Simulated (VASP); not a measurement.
Input of a VASP 6.6.1 run:

File INCAR:

```
SYSTEM = W
PREC = Accurate
ENCUT = 520
EDIFF = 1E-7
ISMEAR = 1
SIGMA = 0.2
LREAL = .False.
LASPH = .True.
NELM = 100
ALGO = Normal
ISIF = 3
LWAVE = .False.
LCHARG = .False.
GGA = PE
IBRION = 2
NSW = 80
EDIFFG = -0.002
```

KPOINTS

```
Automatic mesh
0
Gamma
  18 18 18
  0 0 0
```

POSCAR

```
W                                       
1.0
   -1.5926499075      1.5926499075      1.5926499075
    1.5926499075     -1.5926499075      1.5926499075
    1.5926499075      1.5926499075     -1.5926499075
  W             
     1
Direct
     0.0000000000000000    0.0000000000000000    0.0000000000000000
```

Potentials or basis: VASP PAW PBE potentials, release 64 (W_sv).

Run with:

```bash
$ cat potpaw_PBE.64/W_sv/POTCAR > POTCAR
$ mpirun -np 1 vasp_std > vasp.out
```

**Question.** Estimate the band gap on the k mesh.

**Answer.** None (metal or under the smearing width).

Final structure:
```
W
1.0
    -1.59265    1.59265    1.59265
     1.59265   -1.59265    1.59265
     1.59265    1.59265   -1.59265
W
1
Direct
  0.00000 0.00000 0.00000
```

Caveat: the relaxation stopped at its first step, so nothing moved. The run has no spin-orbit coupling, so splittings on W are missing.
